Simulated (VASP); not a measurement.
# Ca in VASP: notebook

The runs below take Ca through single point, with LDA.

All numbers are computed with VASP 6.6.1; they aren't measurements. Logs are shortened: lines on timing, memory, paths and dates and some standing lists are left out, and cuts for length are marked.

**1. The structure**

The cell holds a slab with vacuum, 5 atoms: a = 2.615 Å, b = 2.615 Å, c = 22.460 Å, α = 90.00°, β = 90.00°, γ = 90.00°.

The slab is cut from a database's or a generator's crystal, which needn't be the stable form of the element.

**2. Single point, LDA**

File INCAR:

```
  ALGO = Normal
  DIPOL = 0.5 0.5 0.500
  EDIFF = 1E-7
  ENCUT = 520
  GGA = CA
  IDIPOL = 3
  ISIF = 2
  ISMEAR = 0
  LASPH = T
  LCHARG = F
  LDIPOL = T
  LREAL = F
  LWAVE = F
  NBANDS = 33
  NELM = 100
  PREC = Accurate
  SIGMA = 0.1
```

File KPOINTS:

```
k-points
0
Gamma
  7 7 1
```

File POSCAR:

```
Ca
1.0
    2.6150000000      0.0000000000      0.0000000000
    0.0000000000      2.6150000000      0.0000000000
    0.0000000000      0.0000000000     22.4600000000
Ca
5
Direct
    0.0000000000      0.0000000000      0.2671415850
    0.0000000000      0.0000000000      0.3835707925
    0.0000000000      0.0000000000      0.5000000000
    0.0000000000      0.0000000000      0.6164292075
    0.0000000000      0.0000000000      0.7328584150
```

Potentials or basis: VASP PAW LDA potentials, release 64 (Ca_sv).

On the command line:

```console
cat potpaw_LDA.64/Ca_sv/POTCAR > POTCAR
mpirun -np 1 vasp_std > vasp.out
```

OUTCAR:

```text
EDIFF = 1E-7
   ENCUT = 520
   GGA = CA
   ISIF = 2
   ISMEAR = 0
   LASPH = T
   LREAL = F
   NELM = 100
   PREC = Accurate

 ion  position               nearest neighbor table
   1  0.000  0.000  0.267-   2 2.62
   2  0.000  0.000  0.384-   3 2.62   1 2.62
   3  0.000  0.000  0.500-   2 2.62   4 2.62
   4  0.000  0.000  0.616-   3 2.62   5 2.62
   5  0.000  0.000  0.733-   4 2.62

  LATTYP: Found a simple tetragonal cell.
 ALAT       =     2.6150000000
 C/A-ratio  =     8.5889101338

  Lattice vectors:

 A1 = (   2.6150000000,   0.0000000000,   0.0000000000)
 A2 = (   0.0000000000,   2.6150000000,   0.0000000000)
 A3 = (   0.0000000000,   0.0000000000,  22.4600000000)

Analysis of symmetry for initial positions (statically):
=====================================================================
 Subroutine PRICEL returns:
 Original cell was already a primitive cell.

 Routine SETGRP: Setting up the symmetry group for a
 simple tetragonal supercell.

 Subroutine GETGRP returns: Found 16 space group operations
 (whereof 16 operations were pure point group operations)
 out of a pool of 16 trial point group operations.

The static configuration has the point symmetry D_4h.

Analysis of symmetry for dynamics (positions and initial velocities):
=====================================================================
 Subroutine PRICEL returns:
 Original cell was already a primitive cell.

 Routine SETGRP: Setting up the symmetry group for a
 simple tetragonal supercell.

 Subroutine GETGRP returns: Found 16 space group operations
 (whereof 16 operations were pure point group operations)
 out of a pool of 16 trial point group operations.

The dynamic configuration has the point symmetry D_4h.

 Subroutine INISYM returns: Found 16 space group operations
 (whereof 16 operations are pure point group operations),
 and found     1 'primitive' translations

----------------------------------------------------------------------------------------

                                     Primitive cell

  volume of cell :     153.5865

[... 80 lines left out ...]
   LREAL  =      F    real-space projection
   EDIFFG = 0.1E-05   stopping-criterion for IOM
   NSW    =      0    number of steps for IOM
   IBRION =     -1    ionic relax: 0-MD 1-quasi-New 2-CG
   NFREE  =      0    steps in history (QN), initial steepest desc. (CG)
   ISIF   =      2    stress and relaxation
   ISYM   =      2    0-nonsym 1-usesym 2-fastsym
   POTIM  = 0.5000    time-step for ionic-motion
   TEBEG  =    0.0;   TEEND  =   0.0 temperature during run
   PSTRESS=    0.0 pullay stress
   NELECT =      50.0000    total number of electrons
   NUPDOWN=      -1.0000    fix difference up-down
   EMIN   =  10.00;   EMAX   =-10.00  energy-range for DOS
   EFERMI =   0.00;   METHOD = LEGACY
   ISMEAR =     0;   SIGMA  =   0.10  broadening in eV -4-tet -1-fermi 0-gaus
   EFERMI_NEDOS =   21; number of points for ismear=-14 and -15
   IALGO  =     38    algorithm
   IMIX   =      4    mixing-type and parameters
     AMIX     =   0.40;   BMIX     =  1.00
     AMIX_MAG =   1.60;   BMIX_MAG =  1.00
  volume/ion in A,a.u.               =      30.72       207.29
  Fermi-wavevector in a.u.,A,eV,Ry     =   1.126195  2.128201 17.256491  1.268316
  Thomas-Fermi vector in A             =   2.262876
   LORBIT       =      0    0 simple, 1 ext, 2 COOP (PROOUT), +10 PAW based schemes
   GGA     = CA    functional components
   LHFCALC =     F    Hartree Fock is set to
   AEXX    =    0.0000 exact exchange contribution
   IVDW    =     0    specifies the selected vdW correction
   LEPSILON=     F    determine dielectric tensor
   LRPA    =     F    only Hartree local field effects (RPA)
 non-spin polarized calculation
 Gauss-broadening in eV      SIGMA  =   0.10
  energy-cutoff  :      520.00
  volume of cell :      153.59
 maximum number of plane-waves:      4167
 NGX is ok and might be reduce to    20

 number of electron      50.0000001 magnetization

 dipolmoment           0.000000      0.000000     -0.000000 electrons x Angstroem

 Free energy of the ion-electron system (eV)
  ---------------------------------------------------
  ext. energy  EPLUGINS =         0.00000000
  ---------------------------------------------------
  free energy    TOTEN  =        -2.15449139 eV

  energy without entropy =       -2.11940189  energy(sigma->0) =       -2.13694664

 E-fermi :   2.1637     XC(G=0):  -7.5384

 val. band max:        2.1475752026   @ k =   0.0000   0.0000   0.0000
 cond. band min:       2.1756841311   @ k =   0.2857   0.1429   0.0000
 fundamental gap:      0.0281089285
 Fermi energy:         2.1637282118

 k-point     1 :       0.0000    0.0000    0.0000
  band No.  band energies     occupation
      1     -38.9157      2.00000
      2     -38.9087      2.00000
      3     -38.6610      2.00000
      4     -38.5174      2.00000
      5     -38.3447      2.00000
      6     -21.0843      2.00000
[... 349 lines left out ...]
     32       4.4111      0.00000
     33       5.1149      0.00000

------------------------ aborting loop because EDIFF is reached ----------------------------------------

 vacuum level on the upper side and lower side of the slab       (xc-potential included)        -0.547        -0.547

  FORCE on cell =-STRESS in cart. coord.  units (eV):
  Direction    XX          YY          ZZ          XY          YZ          ZX
  --------------------------------------------------------------------------------------
  -------------------------------------------------------------------------------------
  Total       18.8595062     18.8595062     15.0454894      0.0000000     -0.0000000     -0.0000000
  in kB      196.7377777    196.7377777    156.9508830      0.0000000     -0.0000000     -0.0000000
  external PRESSURE =     183.4754795 kB  Pullay stress =       0.0000000 kB

 VOLUME and BASIS-vectors are now :
 -----------------------------------------------------------------------------
  energy-cutoff  :      520.00
  volume of cell :      153.59
      direct lattice vectors                 reciprocal lattice vectors
     2.615000000  0.000000000  0.000000000     0.382409178  0.000000000  0.000000000
     0.000000000  2.615000000  0.000000000     0.000000000  0.382409178  0.000000000
     0.000000000  0.000000000 22.460000000     0.000000000  0.000000000  0.044523598

 POSITION                                       TOTAL-FORCE (eV/Angst)
 -----------------------------------------------------------------------------------
      0.00000      0.00000      6.00000        -0.000000     -0.000000     -1.430196
      0.00000      0.00000      8.61500        -0.000000      0.000000     -0.024973
      0.00000      0.00000     11.23000        -0.000000     -0.000000      0.000000
      0.00000      0.00000     13.84500         0.000000      0.000000      0.024973
      0.00000      0.00000     16.46000         0.000000     -0.000000      1.430196
 -----------------------------------------------------------------------------------
    total drift:                               -0.000000      0.000000     -0.000000

  FREE ENERGIE OF THE ION-ELECTRON SYSTEM (eV)
  ---------------------------------------------------
  free  energy   TOTEN  =        -2.1544913949 eV

  energy  without entropy=       -2.1194018933  energy(sigma->0) =       -2.13694664

 vacuum level on the upper side and lower side of the slab         5.593         5.593
```

It took 2.2 min on 1 thread of AMD EPYC, shared host; peak memory 0.17 GiB.

Results:

```yaml
Free_energy: -2.1545 eV
Largest_force: 1.430 eV/Å
Band_gap_on_the_k_mesh: none (metal or under the smearing width)
```

Forces in eV/Å, atoms in the order of the input:
```
Ca   0.000  0.000 -1.430
Ca   0.000  0.000 -0.025
Ca   0.000  0.000  0.000
Ca   0.000  0.000  0.025
Ca   0.000  0.000  1.430
```

**3. Single point, LDA**

This run uses another cell than the first one: it holds 4 atoms, not 5.

File INCAR:

```
SYSTEM = Ca
  PREC = Accurate
  ENCUT = 520
  EDIFF = 1E-7
  ISMEAR = 0
  SIGMA = 0.1
  LREAL = .False.
  LASPH = .True.
  NELM = 100
  ALGO = Normal
  ISIF = 2
  LWAVE = .False.
  LCHARG = .False.
  LDIPOL = .True.
  IDIPOL = 3
  DIPOL = 0.5 0.5 0.500
  NBANDS = 28
```

File KPOINTS:

```
regular mesh
0
Gamma
  7 7 1
  0 0 0
```

File POSCAR:

```
Ca
1.0
    2.6150000000      0.0000000000      0.0000000000
    0.0000000000      2.6150000000      0.0000000000
    0.0000000000      0.0000000000     19.8450000000
Ca
4
Direct
    0.0000000000      0.0000000000      0.3023431595
    0.0000000000      0.0000000000      0.4341143865
    0.0000000000      0.0000000000      0.5658856135
    0.0000000000      0.0000000000      0.6976568405
```

Potentials or basis: VASP PAW LDA potentials, release 64 (Ca_sv).

On the command line:

```console
cat potpaw_LDA.64/Ca_sv/POTCAR > POTCAR
mpirun -np 1 vasp_std > vasp.out
```

Wall time 89 s (1 thread of AMD EPYC, shared host); peak memory 0.16 GiB.

The run converged. Its results:

* Free energy: -1.5505 eV
* Largest force: 1.433 eV/Å
* Band gap on the k mesh: none (metal or under the smearing width)

Forces in eV/Å, atoms in the order of the input:
```
Ca   0.000  0.000 -1.433
Ca   0.000  0.000 -0.009
Ca   0.000  0.000  0.009
Ca   0.000  0.000  1.433
```

Levels at points of the mesh, in eV from the Fermi level:
| k point | band 16 | band 17 | band 18 | band 19 | band 20 | band 21 | band 22 | band 23 | band 24 | band 25 |
| --- | --- | --- | --- | --- | --- | --- | --- | --- | --- | --- |
| (0.00, 0.00, 0.00) | -20.61 | -3.84 | -3.16 | -2.08 | -0.90 | -0.03 | 0.00 | 0.12 | 0.35 | 0.53 |

**4. Single point, LDA**

This run uses another cell than the first one: it holds 2 atoms, not 5.

INCAR: that of step 3 with these lines changed.

```diff
@@ -16,2 +16,3 @@
   DIPOL = 0.5 0.5 0.500
-  NBANDS = 28
+  GGA = CA
+  NBANDS = 17
```

File KPOINTS:

```
Automatic mesh
0
Gamma
  7 7 1
  0 0 0
```

File POSCAR:

```
Ca
1.0
    2.6150000000      0.0000000000      0.0000000000
    0.0000000000      2.6150000000      0.0000000000
    0.0000000000      0.0000000000     14.6150000000
Ca
2
Direct
    0.0000000000      0.0000000000      0.4105371194
    0.0000000000      0.0000000000      0.5894628806
```

On the command line:

```console
cat potpaw_LDA.64/Ca_sv/POTCAR > POTCAR
mpirun -np 1 vasp_std > vasp.out
```

Run time: 36 s. Hardware: 1 thread of AMD EPYC, shared host; peak memory 0.13 GiB.

Results (log left out):

| Quantity | Value |
| --- | --- |
| Free energy | -0.3902 eV |
| Largest force | 1.289 eV/Å |
| Band gap on the k mesh | none (metal or under the smearing width) |

Forces on the atoms (eV/Å):
```
Ca   0.000  0.000 -1.289
Ca   0.000  0.000  1.289
```

Levels at points of the mesh, in eV from the Fermi level:
```csv
k point,band 6,band 7,band 8,band 9,band 10,band 11,band 12,band 13,band 14,band 15
"(0.00, 0.00, 0.00)",-21.14,-21.01,-21.01,-3.65,-1.90,-0.14,-0.11,0.47,0.58,0.92
```

**5. Single point, LDA**

This run uses another cell than the first one: it holds 3 atoms, not 5.

INCAR: that of step 4 with these lines changed.

```diff
@@ -3,3 +3,3 @@
   ENCUT = 520
-  EDIFF = 1E-7
+  EDIFF = 1E-6
   ISMEAR = 0
@@ -9,3 +9,3 @@
   NELM = 100
-  ALGO = Normal
+  ALGO = Fast
   ISIF = 2
@@ -17,2 +17,2 @@
   GGA = CA
-  NBANDS = 17
+  NBANDS = 22
```

File KPOINTS:

```
regular mesh
0
Gamma
  7 7 1
  0 0 0
```

File POSCAR:

```
Ca
1.0
    2.6150000000      0.0000000000      0.0000000000
    0.0000000000      2.6150000000      0.0000000000
    0.0000000000      0.0000000000     17.2300000000
Ca
3
Direct
    0.0000000000      0.0000000000      0.3482298317
    0.0000000000      0.0000000000      0.5000000000
    0.0000000000      0.0000000000      0.6517701683
```

Potentials or basis: VASP PAW LDA potentials, release 64 (Ca_sv).

On the command line:

```console
cat potpaw_LDA.64/Ca_sv/POTCAR > POTCAR
mpirun -np 1 vasp_std > vasp.out
```

OUTCAR:

```text
SYSTEM = Ca
   PREC = Accurate
   ENCUT = 520
   EDIFF = 1E-6
   ISMEAR = 0
   LREAL = .False.
   LASPH = .True.
   NELM = 100
   ISIF = 2
   GGA = CA

 ion  position               nearest neighbor table
   1  0.000  0.000  0.348-   2 2.61
   2  0.000  0.000  0.500-   1 2.61   3 2.61
   3  0.000  0.000  0.652-   2 2.61

  LATTYP: Found a simple tetragonal cell.
 ALAT       =     2.6150000000
 C/A-ratio  =     6.5889101338

  Lattice vectors:

 A1 = (   2.6150000000,   0.0000000000,   0.0000000000)
[... 433 lines left out ...]
  Direction    XX          YY          ZZ          XY          YZ          ZX
  --------------------------------------------------------------------------------------
  -------------------------------------------------------------------------------------
  Total       11.2299062     11.2299062      7.0729401      0.0000000      0.0000000      0.0000000
  in kB      152.7066841    152.7066841     96.1793632      0.0000000      0.0000000      0.0000000
  external PRESSURE =     133.8642438 kB  Pullay stress =       0.0000000 kB

 VOLUME and BASIS-vectors are now :
 -----------------------------------------------------------------------------
  energy-cutoff  :      520.00
  volume of cell :      117.82
      direct lattice vectors                 reciprocal lattice vectors
     2.615000000  0.000000000  0.000000000     0.382409178  0.000000000  0.000000000
     0.000000000  2.615000000  0.000000000     0.000000000  0.382409178  0.000000000
     0.000000000  0.000000000 17.230000000     0.000000000  0.000000000  0.058038305

 POSITION                                       TOTAL-FORCE (eV/Angst)
 -----------------------------------------------------------------------------------
      0.00000      0.00000      6.00000         0.000000      0.000000     -1.355780
      0.00000      0.00000      8.61500         0.000000     -0.000000      0.000000
      0.00000      0.00000     11.23000        -0.000000     -0.000000      1.355780
 -----------------------------------------------------------------------------------
    total drift:                               -0.000000      0.000000      0.000000

  FREE ENERGIE OF THE ION-ELECTRON SYSTEM (eV)
  ---------------------------------------------------
  free  energy   TOTEN  =        -0.9665527643 eV

  energy  without entropy=       -0.9353432164  energy(sigma->0) =       -0.95094799

 vacuum level on the upper side and lower side of the slab         4.426         4.426
```

stdout:

```text
POSCAR found type information on POSCAR Ca
 POSCAR found :  1 types and       3 ions
 scaLAPACK will be used
 LDA part: xc-table for (Slater(with rela. corr.)+CA(PZ))
 , standard interpolation
 POSCAR, INCAR and KPOINTS ok, starting setup
 FFT: planning ... GRIDC
 FFT: planning ... GRID_SOFT
 FFT: planning ... GRID
 WAVECAR not read
 entering main loop
```

Run time: 80 s. Hardware: 1 thread of AMD EPYC, shared host; peak memory 0.14 GiB.

Results:

```
Free energy            : -0.9666 eV
Largest force          : 1.356 eV/Å
Band gap on the k mesh : none (metal or under the smearing width)
```

Forces in eV/Å, atoms in the order of the input:
```
Ca   0.000  0.000 -1.356
Ca   0.000  0.000  0.000
Ca   0.000  0.000  1.356
```

**6. Summary**

```tsv
cell	gap on the mesh (eV)	largest force (eV/Å)
P4/mmm, 30.72 Å³/atom	none	1.43
P4/mmm, 33.93 Å³/atom	none	1.43
P4/mmm, 49.97 Å³/atom	none	1.29
P4/mmm, 39.27 Å³/atom	none	1.36
```

Alike in all rows: task single point; level LDA; potentials or basis VASP PAW LDA potentials, release 64 (Ca_sv); no spin polarisation; k mesh 7 × 7 × 1; cutoff (eV) 520; smearing gaussian 0.1 eV.

Every run on the cell as given and a fine mesh finds a metal.

Total energies depend on the potentials used, so only differences within one code and one set of settings carry meaning.
